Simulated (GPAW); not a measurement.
# ZnSe (Stilleite) (F-43m) in GPAW: a series of runs, part 2 of 2

GPAW 26.7.0.

**4. Single point, PBE**

Input file run.py:

```python
from ase.dft.bandgap import bandgap
from ase.io import read, write
from ase.units import GPa
from gpaw import GPAW, PW

atoms = read('POSCAR')

calc = GPAW(mode=PW(600),
            xc='PBE',
            kpts={'size': (8, 8, 8), 'gamma': True},
            occupations={'name': 'methfessel-paxton', 'order': 0, 'width': 0.028999999999999998},
            nbands=18,
            convergence={'density': 1e-05, 'energy': 1e-05},
            maxiter=150,
            txt='gpaw.txt')
atoms.calc = calc
energy = atoms.get_potential_energy()
forces = atoms.get_forces()
stress = atoms.get_stress()
calc.write('gs.gpw')
write('result.traj', atoms)
print(f'Energy: {energy:.6f} eV')
print('Forces (eV/A):')
print(forces.round(4))
print('Stress (GPa):', (stress / GPa).round(3))
print('Fermi level:', round(calc.get_fermi_level(), 4), 'eV')
print(f'Gap: {bandgap(calc)[0]:.4f} eV, direct: {bandgap(calc, direct=True)[0]:.4f} eV')
```

Input file POSCAR:

```
ZnSe
1.0
    0.0000000000      2.8338000000      2.8338000000
    2.8338000000      0.0000000000      2.8338000000
    2.8338000000      2.8338000000      0.0000000000
Se Zn
1 1
Direct
    0.7500000000      0.7500000000      0.7500000000
    0.0000000000      0.0000000000      0.0000000000
```

Potentials or basis: GPAW PAW data sets (gpaw-data 1.2.1), pw.

Run with:

```sh
$ OMP_NUM_THREADS=1 python run.py
```

gpaw.txt:

```text
__  _  _
 | _ |_)|_||  |
 |__||  | ||/\| - 26.7.0

Input parameters:
  mode=PW(ecut=600.0),
  convergence={'density': 1e-05, 'energy': 1e-05},
  kpts=MonkhorstPack(size=(8, 8, 8), gamma=True),
  maxiter=150,
  nbands=18,
  occupations=Occupations(name='methfessel-paxton', order=0, width=0.028999999999999998),
  xc=XC(name='PBE')

Diagonalizing LCAO Hamiltonian
Converting LCAO to pw mode

                    Se

       Zn

Atoms  # Å, Bohr magnetons
|   | symbol |        x |        y |        z |    initial magnetic moments |
|---|--------|----------|----------|----------|-----------------------------|
| 0 |     Se | 4.250700 | 4.250700 | 4.250700 | ( 0.0000,  0.0000,  0.0000) |
| 1 |     Zn | 0.000000 | 0.000000 | 0.000000 | ( 0.0000,  0.0000,  0.0000) |

Unit cell  # Å
| periodic |        x |        y |        z |  lengths |    angles |
|----------|----------|----------|----------|----------|-----------|
|      yes | 0.000000 | 2.833800 | 2.833800 | 4.007598 | 60.000000 |
|      yes | 2.833800 | 0.000000 | 2.833800 | 4.007598 | 60.000000 |
|      yes | 2.833800 | 2.833800 | 0.000000 | 4.007598 | 60.000000 |

Number of symmetries: 24
Symmetry operations  # r_c * U_cc + t_c -> r_c
|    | kind |            matrix            |
|----|------|------------------------------|
|  0 |  E   |  1, 0, 0,  0, 1, 0,  0, 0, 1 |
|  1 |  σ   |  1, 0, 0,  0, 0, 1,  0, 1, 0 |
|  2 |  σ   |  1, 0,-1,  0, 1,-1,  0, 0,-1 |
|  3 |  C3  |  1, 0,-1,  0, 0,-1,  0, 1,-1 |
|  4 |  C3  |  1,-1, 0,  0,-1, 1,  0,-1, 0 |
|  5 |  σ   |  1,-1, 0,  0,-1, 0,  0,-1, 1 |
|  6 |  σ   |  0, 1, 0,  1, 0, 0,  0, 0, 1 |
|  7 |  C3  |  0, 1, 0,  0, 0, 1,  1, 0, 0 |
|  8 |  C2  |  0, 1,-1,  1, 0,-1,  0, 0,-1 |
|  9 |  S4  |  0, 1,-1,  0, 0,-1,  1, 0,-1 |
| 10 |  C3  |  0, 0, 1,  1, 0, 0,  0, 1, 0 |
| 11 |  σ   |  0, 0, 1,  0, 1, 0,  1, 0, 0 |
| 12 |  S4  |  0, 0,-1,  1, 0,-1,  0, 1,-1 |
| 13 |  C3  |  0, 0,-1,  0, 1,-1,  1, 0,-1 |
| 14 |  S4  |  0,-1, 1,  1,-1, 0,  0,-1, 0 |
| 15 |  C2  |  0,-1, 1,  0,-1, 0,  1,-1, 0 |
| 16 |  C3  |  0,-1, 0,  1,-1, 0,  0,-1, 1 |
| 17 |  S4  |  0,-1, 0,  0,-1, 1,  1,-1, 0 |
| 18 |  S4  | -1, 1, 0, -1, 0, 1, -1, 0, 0 |
| 19 |  C3  | -1, 1, 0, -1, 0, 0, -1, 0, 1 |
| 20 |  C3  | -1, 0, 1, -1, 1, 0, -1, 0, 0 |
| 21 |  S4  | -1, 0, 1, -1, 0, 0, -1, 1, 0 |
| 22 |  σ   | -1, 0, 0, -1, 1, 0, -1, 0, 1 |
| 23 |  C2  | -1, 0, 0, -1, 0, 1, -1, 1, 0 |

BZ-sampling:
  Number of BZ points: 512
  Number of IBZ points: 29

  Monkhorst-Pack size: [8, 8, 8]
  Monkhorst-Pack shift: [0.0625, 0.0625, 0.0625]

K-points  # in reciprocal-cell coordinates
|     |                                coordinates |     weight |
[... 77 lines left out ...]
    |------|--------|-------------|----------|
    |   4s |  2.000 |      -5.977 |    1.286 |
    |   4p |  0.000 |      -1.117 |    1.270 |
    |   3d | 10.000 |     -10.142 |    1.180 |
    |    s |        |      21.234 |    1.286 |
    |    p |        |      26.095 |    1.270 |
    |    d |        |      17.070 |    1.180 |

    Using partial waves for Zn as LCAO basis

Reference energy: -114964.858784  # eV

eigensolver:
  PPCG
  Converge bands: occupied
  niter=2

density mixing:
  MSR1-Mixer
  Pratt-step length: 0.05
  Maximum mixing coefficient: 0.75
  Old densities: 10
  SVD Regularization: 0.005
  Good broyden scale: 1.0
  Trust region scale: 1.0
  Backstep threshold: 4.0
  History deletion threshold: 6.0
  Fourier metric: weight=20.0, sigma=0.015

occupation numbers:
  Methfessel-Paxton:
    width: 0.0290  # eV
    order: 0

poisson solver:
  ecut: 4800.0  # eV

xc functional:
  name: PBE with 2 nearest neighbor stencil

convergence criteria:
- Maximum integral of absolute [dens]ity change: 1e-05 electrons / valence electron
- Maximum [total energy] change in last 3 cyles: 1e-05 eV / valence electron
- Maximum integral of absolute [eigenst]ate change: 4e-08 eV^2 / valence electron
maximum number of iterations: 150

SCF iterations
|iter     | |      energy | eigst |  dens |
|---------|-|-------------|-------|-------|
|iter:   1| |   -6.339548 | -0.25 |       |
|iter:   2| |   -6.282171 | -2.22 | -1.24 |
|iter:   3| |   -6.100369 | -1.65 | -1.28 |
|iter:   4| |   -6.100329 | -2.63 | -1.83 |
|iter:   5| |   -6.101408 | -3.71 | -2.31 |
|iter:   6| |   -6.101380 | -4.25 | -2.93 |
|iter:   7| |   -6.101403c| -5.24 | -3.51 |
|iter:   8| |   -6.101407c| -6.03 | -3.93 |
|iter:   9| |   -6.101407c| -8.14c| -5.04c|

Converged in 9 steps
Energy contributions relative to reference atoms: (reference = -114964.858784)

Energy contributions:
  Kinetic:          13.004586
  Coulomb:         -11.065266
  Zero:             -0.038423
  External:          0.000000
  Xc:               -8.002304
  Entropy:          -0.000000
  Spinorbit:         0.000000
  ----------------------------
  Free energy:      -6.101407
  Extrapolated:     -6.101407

dipole moment: (-7.090447, -7.090447, -7.090447)  # |e|*Ang

Fermi level: 4.353
Eigenvalues  # (at kpt = [0.000, 0.000, 0.000])
| band index |      eig [eV] | occ [0-2] |
|------------|---------------|-----------|
|          0 |        -9.375 |     2.000 |
|          1 |        -2.645 |     2.000 |
|          2 |        -2.645 |     2.000 |
|          3 |        -2.645 |     2.000 |
|          4 |        -2.279 |     2.000 |
|          5 |        -2.279 |     2.000 |
[... 10 lines left out ...]
|         16 |        16.945 |     0.000 |
|         17 |        16.945 |     0.000 |

Gap: 1.298 eV
Transition (v -> c):
  (s=0, k=0, n=8, [0.00, 0.00, 0.00]) -> (s=0, k=0, n=9, [0.00, 0.00, 0.00])
No difference between direct/indirect transitions

Forces  # eV/Ang
|       x |       y |        z |
|---------|---------|----------|
| 0.00000 | 0.00000 |  0.00000 |  # Se   0
| 0.00000 | 0.00000 | -0.00000 |  # Zn   1

Stress tensor  # eV/Ang^3
|         x |         y |         z |
|-----------|-----------|-----------|
| -0.013034 | -0.000000 |  0.000000 |
| -0.000000 | -0.013034 | -0.000000 |
|  0.000000 | -0.000000 | -0.013034 |

# Writing to gs.gpw (mode='')
```

Run time: 13 s. Hardware: 1 thread of Arm Neoverse V2, shared host; peak memory 0.16 GiB.

Results:

| Item | Value |
| --- | --- |
| Free energy | -6.1014 eV |
| Pressure | 2.1 GPa |
| Band gap on the k mesh | 1.30 eV, direct |

**5. Summary**

```csv
task,level,potentials or basis,cell,smearing,eigensolver,optimizer,fmax,max steps,convergence,gap on the mesh (eV),pressure (GPa)
relaxation of cell and atoms,BLYP+D3(BJ),"PAW data sets generated in the run's folder for this functional, pw",relaxed,fermi-dirac 0.05 eV,davidson,LBFGS,0.05 eV/Å,100,density=1e-05 forces=0.0001,1.30,0.0
relaxation of cell and atoms,BLYP+D4,"PAW data sets generated in the run's folder for this functional, pw",relaxed,fermi-dirac 0.05 eV,davidson,BFGS,0.05 eV/Å,40,density=1e-05 forces=0.0001,1.25,0.2
single point,PBE,"GPAW PAW data sets (gpaw-data 1.2.1), pw",as given,gaussian 0.029 eV,-,-,-,-,-,1.30,2.1
```

Alike in all rows: no spin polarisation; k mesh 8 × 8 × 8; cutoff (eV) 600.

Caveats: later steps reuse the first step's grids (some runs); the relaxation stopped at its first step, so nothing moved (some runs).

Absolute energies hang on the potentials; compare differences alone.

**6. Comparison with measurements**

Step 4. Measured gap of ZnSe: 2.695 eV (an exciton energy, a little under the gap; 300 K; “Alloy Disordering Effects on the Thermal Conductivity and Energy Gap Temperature Dependence of Cd1−xZnxSe Ternary Crystals Grown by the Bridgman Method”, 2023, pmc:10253836). This calculation gives 1.30 eV (-1.40 eV). So large a miss can be the level of theory's own, or it may mean another phase, state or a wrong row. Spin-orbit coupling on Se is left out. The value is that of PBE, without temperature or zero-point motion. Semilocal functionals fall short of measured gaps as a rule.
